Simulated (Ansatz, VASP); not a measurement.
## AlN in VASP and in Ansatz

File INCAR:

```
PREC = Accurate
ENCUT = 520
EDIFF = 1E-6
ISMEAR = 0
SIGMA = 0.05
LREAL = F
LASPH = T
NELM = 60
ALGO = Normal
ISIF = 2
LWAVE = F
LCHARG = F
IBRION = 2
NSW = 50
EDIFFG = -0.01
```

KPOINTS

```
Automatic mesh
0
Gamma
  9 9 6
```

Contents of POSCAR:

```
AlN
1.0
    3.1504000000      0.0000000000      0.0000000000
   -1.5752000000      2.7283264321      0.0000000000
    0.0000000000      0.0000000000      4.9435842660
Al N
2 2
Direct
    0.3333333333      0.6666666667      0.0015210172
    0.6666666667      0.3333333333      0.5015210172
    0.3333333333      0.6666666667      0.3834789828
    0.6666666667      0.3333333333      0.8834789828
```

Input for Ansatz:

```yaml
crystal:
  lattice:
    - [3.1504, 0.0, 0.0]
    - [-1.5752, 2.7283264321, 0.0]
    - [0.0, 0.0, 4.943584266]
  atoms:
    - { symbol: Al, position: [0.3333333333, 0.6666666667, 0.0015210172] }
    - { symbol: Al, position: [0.6666666667, 0.3333333333, 0.5015210172] }
    - { symbol: "N", position: [0.3333333333, 0.6666666667, 0.3834789828] }
    - { symbol: "N", position: [0.6666666667, 0.3333333333, 0.8834789828] }
basis:
  ecutwfc: 520.0
kpoints:
  mp_grid: { grid: [9, 9, 6] }
hamiltonian:
  xc: lda
  pseudopotentials: { kind: paw, azcp: { folder: soft_1 } }
scf:
  occupations: { method: gaussian, width: 0.05 }
output:
  forces: true
  stress: true
  eigenvalues: true
relax:
  adjacent_minimum: "off"
  f_tol: 0.01
  max_steps: 30
```

Alike in both runs: task relaxation of the atoms; functional LDA; k mesh 9 × 9 × 6; occupations gaussian, width 0.05 eV; no spin polarisation.

|  | VASP | Ansatz |
| --- | --- | --- |
| version | VASP 6.6.1 | Ansatz 0.2.0 |
| potentials or method | VASP PAW LDA potentials, release 64 (Al, N) | scalar-relativistic, plane waves, PAW |
| plane-wave cutoff (eV) | 520 | 520 |
| valence electrons in the cell | 16 | 16 |

|  | VASP | Ansatz | Ansatz less VASP |
| --- | --- | --- | --- |
| gap on the k mesh at the Fermi level, each at its own relaxed structure (eV) | 3.97 | 3.97 | -0.004 |

Ansatz warned: «pseudo_functional_mismatch».

Caveats: an odd mesh through Γ misses points on the zone boundary, where band edges often lie. As with any semilocal functional, this LDA gap is likely too small.
